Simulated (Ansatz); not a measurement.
Ansatz input

```yaml
crystal:
  lattice:
    - [0.0, 1.4330756454, 1.4330756454]
    - [1.4330756454, 0.0, 1.4330756454]
    - [1.4330756454, 1.4330756454, 0.0]
  atoms:
    - { symbol: B, position: [0.0, 0.0, 0.0] }
hamiltonian:
  xc: pbe
  pseudopotentials:
    kind: paw
    azcp:
      B: "pseudopotentials/B.paw.azcp"
basis:
  ecutwfc: 420
  fft_grid_basis: typed
kpoints:
  mp_grid: { grid: [21, 21, 21], shift: [0, 0, 0] }
magnetization:
  spin_polarized: false
scf:
  occupations: { method: fermi_dirac, width: 0.1 }
  lower_state_search: "off"
output:
  stress: true
```

Output

```
Engine: ansatz 0.2.0, x86_64-unknown-linux-gnu
Pseudopotentials: kind: paw
Pseudopotential: B, paw, valence charge 3, recommended cutoff 420 eV (normal) 
Functional definition: PBE
  parameter kappa = 0.804
  parameter beta = 0.06672455060314922
  exchange = pbe_x(kappa = kappa, mu = beta*pi^2/3)
  correlation = pbe_c(beta = beta)
Crystal: 1 atoms, lattice volume = 5.886 Å³
Basis set: ecut = 420 eV, 113 PW (Γ)
Bands: 6, of which v1, the nominal top of the filled ones, is band 2 counted from 1 (1 counted from 0)
Symmetry: 48 space group operations
Space group: Fm-3m (ITA 225), of the structure as read, at distance tolerance 1.8e-5 Å
k-points: 286 of 9261
Non-local potential: B, projectors of the file, l = 0: 2, l = 1: 2, l = 2: 1
PAW form: soft (Blöchl's): semilocal exchange-correlation on the pseudo side does not see the compensation charge
PAW one-centre angular grid: B, 110 points (default); XC on 64 Gauss nodes
Initial density: superposition of atomic densities (neutral atoms: chi_scale 0, normalization atom), corrected by the library's trained network
Initial wavefunctions: pseudopotential atomic-orbital guess
Functional: x = pbe(κ = 0.804, μ = 0.2195149727645171), c = pbe(β = 0.06672455060314922)
SCF iter   1: F=—  HF=-154.561325 eV  |F-HF|=—  |Δ(HF+E_count)|=         —  Δρ=3.42e-3  dr2=2.85e-4  ethr=1.77e-3  ⟨swp⟩=4.5  Hψ=12667  notcnv=0
SCF iter   2: F=—  HF=-154.561322 eV  |F-HF|=—  |Δ(HF+E_count)|=   2.94e-6  Δρ=1.59e-3  dr2=5.77e-5  ethr=9.51e-6  ⟨swp⟩=1.0  Hψ=4004  notcnv=0
SCF iter   3: F=—  HF=-154.561339 eV  |F-HF|=—  |Δ(HF+E_count)|=   1.73e-5  Δρ=1.29e-4  dr2=4.25e-7  ethr=1.92e-6  ⟨swp⟩=1.0  Hψ=1614  notcnv=0
iter 4 did not close the SCF: its close was put off for the readings that it lacked (scf_convergence_deferred on its scf_iter line)
SCF iter   4: F=-154.561339 eV  HF=-154.561339 eV  |F-HF|=3.72e-10  |Δ(HF+E_count)|=   5.14e-8  Δρ=7.86e-6  dr2=1.79e-9  ethr=1.42e-8  ⟨swp⟩=1.0  Hψ=1614  notcnv=0
iter 5 did not close the SCF: its close was put off for the readings that it lacked (scf_convergence_deferred on its scf_iter line)
SCF iter   5: F=-154.561339 eV  HF=-154.561339 eV  |F-HF|=7.39e-13  |Δ(HF+E_count)|=  4.76e-10  Δρ=1.27e-6  dr2=5.15e-11  ethr=5.97e-11  ⟨swp⟩=1.1  Hψ=1648  notcnv=0
SCF iter   6: F=-154.561339 eV  HF=-154.561339 eV  |F-HF|=0.00e0  |Δ(HF+E_count)|=  2.27e-13  Δρ=2.56e-8  dr2=1.84e-14  ethr=1.72e-12  ⟨swp⟩=1.0  Hψ=4086  notcnv=0
SCF 1 converged in 6 iterations: F = -154.561339 eV  dr2 = 1.84e-14
SCF converged after 6 iterations
Free energy (F): -154.561339 eV
Harris-Foulkes:  -154.561339 eV  (|F-HF|=0.00e0)
Internal energy: -154.554266 eV  (E = F + TS)
E sigma→0 (E₀):  -154.557803 eV
Entropy (-TS):   -0.007073 eV (-7.073 meV/atom)
Fermi energy:    14.499941 eV
--- Per-component energies (eV) ---
  E_band       = 19.073867
  E_kinetic    = 48.814785
  E_local      = -0.369196  (includes V_loc(G=0)·N_el)
  E_nonlocal   = 11.275294
  E_hartree    = 0.252585
  E_xc         = -32.494948
  E_vxc        = -38.689662  (∫ρ·V_xc dr)
  E_paw        = -78.377493  (= ΣΔE_a)
  E_vpaw       = -2.462522  (= ΣTr[D̂ρ^β])
  E_aug_tail   = -0.000001  (compensation charges beyond the density's cutoff)
  E_ewald      = -103.655292
  E_smearing   = -0.007073  (= −TS)
  E_closure    = 0.000000  (closes the sum)
  Σ components = -154.561339   (vs F -154.561339, Δ=0.00e0)
--- Stress (GPa, compression-positive) ---
        0.064118       0.000000      -0.000000
       -0.000000       0.064118      -0.000000
        0.000000       0.000000       0.064118
  P = ⅓ Tr σ = 0.0641 GPa (0.641 kbar)
```
